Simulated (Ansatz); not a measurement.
# H on Pt (111)

Aim: for Pt, compare the adsorption sites of H.

Program: Ansatz 0.2.0. Level of theory: DFT PBE, scalar-relativistic, plane waves, PAW. These are calculated values, not measurements.

3 further runs of the same task are left out: 3 set aside as unsound or not needed.

**1. The system as given**

The structure is trigonal, space group P-3m1 (No. 164). Conventional cell: a = 2.807 Å, b = 2.807 Å, c = 23.876 Å, α = 90.00°, β = 90.00°, γ = 120.00°. Pt (site symmetry 3m) is surrounded by 9 Pt at 2.81 Å. Pt (site symmetry 3m) has 12 Pt at 2.78 to 2.81 Å as nearest neighbours.

Structure file:

```xyz
16
Lattice="5.6146 0.0000 0.0000 -2.8073 4.8624 0.0000 0.0000 0.0000 23.8764" Properties=species:S:1:pos:R:3 pbc="T T T"
Pt    1.4036    0.8104    8.5000
Pt    0.0000    3.2416    8.5000
Pt    4.2109    0.8104    8.5000
Pt    2.8073    3.2416    8.5000
Pt    2.8073    1.6208   10.7921
Pt    1.4036    4.0520   10.7921
Pt    0.0000    1.6208   10.7921
Pt   -1.4036    4.0520   10.7921
Pt   -1.4036    2.4312   13.0560
Pt    0.0000    0.0000   13.0560
Pt    1.4036    2.4312   13.0560
Pt    2.8073    0.0000   13.0560
Pt    0.0000    3.2416   15.3556
Pt    1.4036    0.8104   15.3556
Pt    2.8073    3.2416   15.3556
Pt    4.2109    0.8104   15.3556
```

Planes are indexed in the bulk's conventional cell (Fm-3m (No. 225)), a = 3.970 Å, b = 3.970 Å, c = 3.970 Å, α = 90.00°, β = 90.00°, γ = 90.00°.

It is a (111) slab, 6.9 Å thick as cut, with 17 Å of vacuum, in a 2×2 surface cell; its outer planes are Pt (top) and Pt (bottom). An earlier relaxation, lower half held, gave -200363.3093 eV, work function 5.72 eV.

**2. H put at a top (Pt) site**

input.yaml reads:

```yaml
crystal:
  lattice:
    - [5.6145890053, 0.0, 0.0]
    - [-2.8072945027, 4.8623767104, 0.0]
    - [0.0, 0.0, 25.8764390892]
  atoms:
    - { symbol: Pt, position: [0.3333333333, 0.1666666667, 0.3284841462] }
    - { symbol: Pt, position: [0.3333333333, 0.6666666667, 0.3284841462] }
    - { symbol: Pt, position: [0.8333333333, 0.1666666667, 0.3284841462] }
    - { symbol: Pt, position: [0.8333333333, 0.6666666667, 0.3284841462] }
    - { symbol: Pt, position: [0.6666666667, 0.3333333333, 0.4170645863] }
    - { symbol: Pt, position: [0.6666666667, 0.8333333333, 0.4170645863] }
    - { symbol: Pt, position: [0.1666666667, 0.3333333333, 0.4170645863] }
    - { symbol: Pt, position: [0.1666666667, 0.8333333333, 0.4170645863] }
    - { symbol: Pt, position: [0.0, 0.5, 0.5045507018] }
    - { symbol: Pt, position: [0.0, 0.0, 0.5045507018] }
    - { symbol: Pt, position: [0.5, 0.5, 0.5045507018] }
    - { symbol: Pt, position: [0.5, 0.0, 0.5045507018] }
    - { symbol: Pt, position: [0.3333333333, 0.6666666667, 0.5934219931] }
    - { symbol: Pt, position: [0.3333333333, 0.1666666667, 0.5934219931] }
    - { symbol: Pt, position: [0.8333333333, 0.6666666667, 0.5934219931] }
    - { symbol: Pt, position: [0.8333333333, 0.1666666667, 0.5934219931] }
    - { symbol: H, position: [0.3333333333, 0.6666666667, 0.6583459184] }
basis:
  ecutwfc: 420
kpoints:
  mp_grid: { grid: [6, 6, 1] }
hamiltonian:
  xc: pbe
scf:
  occupations: { method: gaussian, width: 0.1 }
output:
  forces: true
  eigenvalues: true
  write_density: true
  write_potential: true
  elf: true
  volumetric_format: npy
relax:
  adjacent_minimum: "off"
  f_tol: 0.03
  max_steps: 70
  constraints: [{ sites: [0, 1, 2, 3, 4, 5, 6, 7] }]
efield:
  axis: 3
  dipole_correction: true
```

Launch:

```bash
ansatz run input.yaml --threads 4 --pin off --max-ram 10240MiB --backend cpu --events-out ev --progress --plain --runs-dir out
```

The session goes on with these runs: H put at a hollow (nearest Pt) site; start: H, bridge (Pt-Pt); H at the hollow (nearest Pt) site.

Q: Predict the outcome of this session. Wanted: H: lowest end.

As calculated:

| quantity | value |
| --- | --- |
| H: lowest end | E_ads -2.73 eV, from the bridge (Pt-Pt) start, 3 bonded, 0.85 Å high |

In words: The strongest binding of H is 2.73 eV, a strong chemical bond when counted from the free atom, not from the element's molecule or solid; the ends span 0.05 eV. On the way to the lowest end the anchoring atom slid 0.8 Å from where it was put. The slab runs have no spin polarisation, while the free adsorbate has its spin; a moment that survived on the surface would lower E_ads. A start on a symmetric site keeps its symmetry, so an end may be a saddle point and not a minimum. The runs treat Pt without spin-orbit coupling.
